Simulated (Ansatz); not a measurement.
Relaxed sheet of WS2:

```
CELL_PARAMETERS angstrom
3.15974 0.00000 0.00000
-1.57987 2.73641 0.00000
0.00000 0.00000 32.29053
ATOMIC_POSITIONS crystal
S 0.33333 0.66667 0.45120
W 0.66667 0.33333 0.50001
S 0.33333 0.66667 0.54881
```

Level of theory: DFT PBE+D3(BJ), scalar-relativistic, plane waves, PAW in Ansatz 0.2.0. Plane waves to 420 eV, a k mesh through Γ of 12×12×1 on the computed 3-atom cell and Gaussian smearing (0.02 eV); no spin polarisation. No periodic images along c.

Atoms relax at each strain; stress is positive in compression. Unstrained: gap 1.92 eV, thickness 3.152 Å.

Under strain along x (y held):

```tsv
strain (%)	ΔE (meV/cell)	σxx (N/m)	σyy (N/m)	gap	thickness (Å)
-2	17.1	3.28	0.58	1.92 eV	3.175
+2	15.7	-2.82	-0.63	1.78 eV	3.129
+5	?	?	?	?	?
```

(1) Fill in the missing row.

Spin-orbit coupling is left out, which matters for the bands of heavy elements.

Answers

(1) ΔE (meV/cell): 90.5, σxx (N/m): -6.27, σyy (N/m): -1.60, gap: 1.41 eV, thickness (Å): 3.096.

The reference crystal is a form of WS2, which isn't its usual structure.